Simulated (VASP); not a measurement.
# Hf (P6/mmm) in VASP: further runs

One crystal, Hf, is run at these levels: PBEsol; tasks: relaxation of cell and atoms.

Everything below comes from runs of VASP 6.6.1. Logs are shortened: lines on timing, memory, paths and dates and some standing lists are left out, and cuts for length are marked.

## Step 1: The structure

It takes space group P6/mmm (No. 191, hexagonal). Conventional cell: a = 4.480 Å, b = 4.480 Å, c = 2.814 Å, α = 90.00°, β = 90.00°, γ = 120.00°. Hf (site symmetry -6m2) has 11 Hf at 2.59 to 2.94 Å as nearest neighbours. Hf (site symmetry 6/mmm) has 14 Hf at 2.81 to 2.94 Å as nearest neighbours.

This isn't the form of Hf at room conditions, which is hcp.

## Step 2: Relaxation of cell and atoms, PBEsol, target pressure 30 GPa, at which the enthalpy is minimised

Contents of INCAR:

```
ALGO = Normal ; EDIFF = 1E-7
EDIFFG = -0.002 ; ENCUT = 520
GGA = PS ; IBRION = 2
ISIF = 3 ; ISMEAR = 0
KPAR = 4 ; LASPH = T
LCHARG = F ; LREAL = F
LWAVE = F ; NELM = 60
NSW = 80 ; PREC = Accurate
PSTRESS = 300.0 ; SIGMA = 0.1
```

Contents of KPOINTS:

```
k-points
0
Gamma
  3 3 4
```

Contents of POSCAR:

```
Hf                                      
1.0
    4.4801239680      0.0000000000      0.0000000000
   -2.2400619840      3.8799011761      0.0000000000
    0.0000000000      0.0000000000      2.8140916131
  Hf            
     3
Direct
     0.6666666699999979    0.3333333300000021    0.5000000000000000
     0.3333333300000021    0.6666666699999979    0.5000000000000000
     0.0000000000000000    0.0000000000000000    0.0000000000000000
```

Potentials or basis: VASP PAW PBE potentials, release 64 (Hf_pv).

On the command line:

```
cat potpaw_PBE.64/Hf_pv/POTCAR > POTCAR
mpirun -np 4 vasp_std > vasp.out
```

OUTCAR:

```text
EDIFF = 1E-7
   EDIFFG = -0.002
   ENCUT = 520
   GGA = PS
   IBRION = 2
   ISIF = 3
   ISMEAR = 0
   LASPH = T
   LREAL = F
   NELM = 60
   NSW = 80
   PREC = Accurate
   PSTRESS = 300.0

 ion  position               nearest neighbor table
   1  0.667  0.333  0.500-   2 2.59   2 2.59   2 2.59   3 2.94   3 2.94   3 2.94   3 2.94   3 2.94
                             3 2.94   2 3.82   2 3.82   2 3.82   2 3.82   2 3.82   2 3.82
   2  0.333  0.667  0.500-   1 2.59   1 2.59   1 2.59   3 2.94   3 2.94   3 2.94   3 2.94   3 2.94
                             3 2.94   1 3.82   1 3.82   1 3.82   1 3.82   1 3.82   1 3.82
   3  0.000  0.000  0.000-   1 2.94   2 2.94   1 2.94   2 2.94   1 2.94   1 2.94   2 2.94   2 2.94
                             1 2.94   1 2.94   2 2.94   2 2.94

  LATTYP: Found a hexagonal cell.
 ALAT       =     4.4801239680
 C/A-ratio  =     0.6281280682

  Lattice vectors:

 A1 = (   4.4801239680,   0.0000000000,   0.0000000000)
 A2 = (  -2.2400619840,   3.8799011761,   0.0000000000)
 A3 = (   0.0000000000,   0.0000000000,   2.8140916131)

Analysis of symmetry for initial positions (statically):
=====================================================================
 Subroutine PRICEL returns:
 Original cell was already a primitive cell.

 Routine SETGRP: Setting up the symmetry group for a
 hexagonal supercell.

 Subroutine GETGRP returns: Found 24 space group operations
 (whereof 24 operations were pure point group operations)
 out of a pool of 24 trial point group operations.

The static configuration has the point symmetry D_6h.

Analysis of symmetry for dynamics (positions and initial velocities):
=====================================================================
 Subroutine PRICEL returns:
 Original cell was already a primitive cell.

 Routine SETGRP: Setting up the symmetry group for a
 hexagonal supercell.

 Subroutine GETGRP returns: Found 24 space group operations
 (whereof 24 operations were pure point group operations)
 out of a pool of 24 trial point group operations.

The dynamic configuration has the point symmetry D_6h.

 Subroutine INISYM returns: Found 24 space group operations
 (whereof 24 operations are pure point group operations),
 and found     1 'primitive' translations

----------------------------------------------------------------------------------------

                                     Primitive cell

  volume of cell :      48.9158

  direct lattice vectors                    reciprocal lattice vectors
     4.480123968  0.000000000  0.000000000     0.223208109  0.128869262  0.000000000
    -2.240061984  3.879901176  0.000000000     0.000000000  0.257738523  0.000000000
     0.000000000  0.000000000  2.814091613     0.000000000  0.000000000  0.355354458

  length of vectors
     4.480123968  4.480123975  2.814091613     0.257738524  0.257738523  0.355354458

  position of ions in fractional coordinates (direct lattice)
     0.666666670  0.333333330  0.500000000
     0.333333330  0.666666670  0.500000000
     0.000000000  0.000000000  0.000000000

  ion indices of the primitive-cell ions
   primitive index   ion index
                 1           1
                 2           2
                 3           3

----------------------------------------------------------------------------------------

 KPOINTS: k-points

Automatic generation of k-mesh.
 Grid dimensions read from file:
 generate k-points for:    3    3    4

 Generating k-lattice:

  Cartesian coordinates                     Fractional coordinates (reciprocal lattice)
     0.074402703  0.042956421  0.000000000     0.333333333  0.000000000  0.000000000
     0.000000000  0.085912841  0.000000000     0.000000000  0.333333333  0.000000000
     0.000000000  0.000000000  0.088838615     0.000000000  0.000000000  0.250000000

  Length of vectors
     0.085912841  0.085912841  0.088838615

  Shift w.r.t. Gamma in fractional coordinates (k-lattice)
     0.000000000  0.000000000  0.000000000

 Subroutine IBZKPT returns following result:
 ===========================================

 Found      9 irreducible k-points:

 Following reciprocal coordinates:
            Coordinates               Weight
  0.000000  0.000000  0.000000      1.000000
  0.333333  0.000000  0.000000      6.000000
  0.333333  0.333333  0.000000      2.000000
  0.000000  0.000000  0.250000      2.000000
  0.333333  0.000000  0.250000     12.000000
  0.333333  0.333333  0.250000      4.000000
  0.000000  0.000000  0.500000      1.000000
  0.333333  0.000000  0.500000      6.000000
  0.333333  0.333333  0.500000      2.000000
   k-points           NKPTS =      9   k-points in BZ     NKDIM =      9   number of bands    NBANDS=     19
   number of dos      NEDOS =    301   number of ions     NIONS =      3
   total plane-waves  NPLWV =  31104
   dimension x,y,z NGX =    36 NGY =   36 NGZ =   24
   dimension x,y,z NGXF=    72 NGYF=   72 NGZF=   48
   ions per type =               3
   NGX,Y,Z   is equivalent  to a cutoff of  13.36, 13.36, 14.18 a.u.
   NGXF,Y,Z  is equivalent  to a cutoff of  26.72, 26.72, 28.36 a.u.
 SYSTEM =  unknown system
   PREC   = accura    normal or accurate (medium, high low for compatibility)
   ISTART =      0    job   : 0-new  1-cont  2-samecut
   ICHARG =      2    charge: 1-file 2-atom 10-const
   ISPIN  =      1    spin polarized calculation?
   LNONCOLLINEAR =      F non collinear calculations
   LSORBIT =      F    spin-orbit coupling
   LASPH  =      T    aspherical Exc in radial PAW
   ENCUT  =  520.0 eV  38.22 Ry    6.18 a.u.   8.33  8.33  5.23*2*pi/ulx,y,z
   NELM   =     60;   NELMIN=  2; NELMDL= -5     # of ELM steps
   EDIFF  = 0.1E-06   stopping-criterion for ELM
   LREAL  =      F    real-space projection
   EDIFFG = -.2E-02   stopping-criterion for IOM
   NSW    =     80    number of steps for IOM
   IBRION =      2    ionic relax: 0-MD 1-quasi-New 2-CG
   NFREE  =      1    steps in history (QN), initial steepest desc. (CG)
   ISIF   =      3    stress and relaxation
   ISYM   =      2    0-nonsym 1-usesym 2-fastsym
   POTIM  = 0.5000    time-step for ionic-motion
   TEBEG  =    0.0;   TEEND  =   0.0 temperature during run
   PSTRESS=  300.0 pullay stress
   NELECT =      30.0000    total number of electrons
   NUPDOWN=      -1.0000    fix difference up-down
   EMIN   =  10.00;   EMAX   =-10.00  energy-range for DOS
   EFERMI =   0.00;   METHOD = LEGACY
   ISMEAR =     0;   SIGMA  =   0.10  broadening in eV -4-tet -1-fermi 0-gaus
   EFERMI_NEDOS =   21; number of points for ismear=-14 and -15
   IALGO  =     38    algorithm
   IMIX   =      4    mixing-type and parameters
     AMIX     =   0.40;   BMIX     =  1.00
     AMIX_MAG =   1.60;   BMIX_MAG =  1.00
  volume/ion in A,a.u.               =      16.31       110.03
  Fermi-wavevector in a.u.,A,eV,Ry     =   1.390910  2.628438 26.322237  1.934630
  Thomas-Fermi vector in A             =   2.514799
   LORBIT       =      0    0 simple, 1 ext, 2 COOP (PROOUT), +10 PAW based schemes
   GGA     = PS    functional components
   LHFCALC =     F    Hartree Fock is set to
   AEXX    =    0.0000 exact exchange contribution
   IVDW    =     0    specifies the selected vdW correction
   LEPSILON=     F    determine dielectric tensor
   LRPA    =     F    only Hartree local field effects (RPA)
 conjugate gradient relaxation of ions
 non-spin polarized calculation
 Gauss-broadening in eV      SIGMA  =   0.10
  energy-cutoff  :      520.00
  volume of cell :       48.92
 maximum number of plane-waves:      1349
 NGX is ok and might be reduce to    36
   NGX = 17   NGY = 17   NGZ = 11

--------------------------------------- Ionic step        1  -------------------------------------------

 number of electron      29.9999995 magnetization

 Free energy of the ion-electron system (eV)
  ---------------------------------------------------
  ext. energy  EPLUGINS =         0.00000000
  ---------------------------------------------------
  free energy    TOTEN  =       -29.65663323 eV

  energy without entropy =      -29.64297202  energy(sigma->0) =      -29.64980263

------------------------ aborting loop because EDIFF is reached ----------------------------------------

  FORCE on cell =-STRESS in cart. coord.  units (eV):
  Direction    XX          YY          ZZ          XY          YZ          ZX
  --------------------------------------------------------------------------------------
  -------------------------------------------------------------------------------------
  Total       15.2680871     15.2680872     15.2626909      0.0000000      0.0000000      0.0000000
  in kB      500.0878295    500.0878315    499.9110823      0.0000000      0.0000000      0.0000000
  external PRESSURE =     200.0289144 kB  Pullay stress =     300.0000000 kB
[... 96 lines left out ...]
  FREE ENERGIE OF THE ION-ELECTRON SYSTEM (eV)
  ---------------------------------------------------
  free  energy   TOTEN  =       -30.7208491195 eV

  energy  without entropy=      -30.7097602069  energy(sigma->0) =      -30.71530466

  enthalpy is  TOTEN    =       -20.7366602363 eV   P V=        9.9841888832

[... ionic steps 4 to 10 ...]

--------------------------------------- Ionic step       11  -------------------------------------------

 number of electron      30.0000004 magnetization

------------------------ aborting loop because EDIFF is reached ----------------------------------------

  FORCE on cell =-STRESS in cart. coord.  units (eV):
  Direction    XX          YY          ZZ          XY          YZ          ZX
  --------------------------------------------------------------------------------------
  -------------------------------------------------------------------------------------
  Total        9.9079671      9.9079672      9.9323717      0.0000000     -0.0000000      0.0000000
  in kB      299.5695489    299.5695505    300.3074262      0.0000000     -0.0000000      0.0000000
  external PRESSURE =      -0.1844915 kB  Pullay stress =     300.0000000 kB
[... 63 lines left out ...]
  enthalpy is  TOTEN    =       -20.7381124939 eV   P V=        9.9220103767

--------------------------------------- Ionic step       13  -------------------------------------------

 number of electron      30.0000004 magnetization

 Free energy of the ion-electron system (eV)
  ---------------------------------------------------
  ext. energy  EPLUGINS =         0.00000000
  ---------------------------------------------------
  free energy    TOTEN  =       -30.65994142 eV

  energy without entropy =      -30.64876198  energy(sigma->0) =      -30.65435170

 E-fermi :   6.2455     XC(G=0): -12.5197

 val. band max:        6.1840129482   @ k =   0.3333   0.3333   0.2500
 cond. band min:       6.2891462736   @ k =   0.3333   0.3333   0.0000
 fundamental gap:      0.1051333254
 Fermi energy:         6.2455272375

 k-point     1 :       0.0000    0.0000    0.0000
  band No.  band energies     occupation
      1     -24.3087      2.00000
      2     -24.3087      2.00000
      3     -23.9605      2.00000
      4     -23.9605      2.00000
      5     -23.3541      2.00000
      6     -22.9223      2.00000
[... 11 lines left out ...]
     18       8.7736      0.00000
     19       8.7736      0.00000
[... 204 lines left out ...]
  FREE ENERGIE OF THE ION-ELECTRON SYSTEM (eV)
  ---------------------------------------------------
  free  energy   TOTEN  =       -30.6599414158 eV

  energy  without entropy=      -30.6487619830  energy(sigma->0) =      -30.65435170

  enthalpy is  TOTEN    =       -20.7381127226 eV   P V=        9.9218286932

 reached required accuracy - stopping structural energy minimisation
```

It took 40 s on 4 MPI ranks of Intel Xeon Platinum 8375C at 2.90GHz (Ice Lake), shared host; peak memory 0.18 GiB.

Results:

```
Free energy                                            : -30.6599 eV
Relaxed volume                                         : 17.66 Å³/atom
Relaxed cell                                           : a = 4.600 Å, b = 4.600 Å, c = 2.892 Å, α = 90.00°, β = 90.00°, γ = 120.00°
Space group after relaxing (to 0.05 Å)                 : P6/mmm (No. 191)
Energy change on relaxing (the enthalpy is what falls) : -334.4 meV/atom
Ionic steps                                            : 13
Pressure after relaxing                                : 30.0 GPa
Band gap on the k mesh                                 : none (metal or under the smearing width)
```

Step by step:
| step | energy change (eV) | largest force (eV/Å) | pressure (GPa) | volume (Å³) |
| --- | --- | --- | --- | --- |
| 1 | 0.0000 | 0.0000 | 50.00 | 48.92 |
| 2 | -1.8509 | 0.0000 | -2.28 | 64.79 |
| 3 | -1.0642 | 0.0000 | 28.62 | 53.32 |
| 4 | -1.0062 | 0.0000 | 29.92 | 53.00 |
| 5 | -0.9905 | 0.0000 | 30.28 | 52.92 |
| 6 | -0.9912 | 0.0000 | 30.26 | 52.92 |
| 7 | -0.9907 | 0.0000 | 30.27 | 52.92 |
| 8 | -1.0028 | 0.0000 | 30.00 | 52.99 |
| 9 | -1.0034 | 0.0000 | 30.00 | 52.99 |
| 10 | -1.0045 | 0.0000 | 29.97 | 52.99 |
| 11 | -1.0037 | 0.0000 | 29.98 | 52.99 |
| 12 | -1.0035 | 0.0000 | 29.99 | 52.99 |
| 13 | -1.0033 | 0.0000 | 29.99 | 52.99 |

Final structure:
```cif
data_structure
_symmetry_space_group_name_H-M 'P 1'
_symmetry_Int_Tables_number 1
_cell_length_a 4.5997
_cell_length_b 4.5997
_cell_length_c 2.8919
_cell_angle_alpha 90.000
_cell_angle_beta 90.000
_cell_angle_gamma 120.000
_cell_volume 52.99
loop_
_atom_site_label
_atom_site_type_symbol
_atom_site_fract_x
_atom_site_fract_y
_atom_site_fract_z
_atom_site_occupancy
Hf1 Hf 0.66667 0.33333 0.50000 1
Hf2 Hf 0.33333 0.66667 0.50000 1
Hf3 Hf 0.00000 0.00000 0.00000 1
```

Levels at points of the mesh, in eV from the Fermi level:
```
           k point  band 11  band 12  band 13  band 14  band 15  band 16  band 17  band 18  band 19
(0.00, 0.00, 0.00)    -3.36    -0.54    -0.42    -0.42    -0.38    -0.38     1.37     2.53     2.53
(0.00, 0.00, 0.50)    -3.53    -3.14    -2.50    -2.50    -1.88     1.68     1.68     2.67     2.67
```

Caveat: the k mesh is coarse (spacing up to 0.56 Å⁻¹), so the values aren't converged; the cell is relaxed towards a set pressure, so the enthalpy falls and the energy may rise; the PAW data sets were made with another functional, which shifts forces and pressure a little. Spin-orbit coupling is left out, which matters for the levels of Hf.

[end of part 1 of 2]
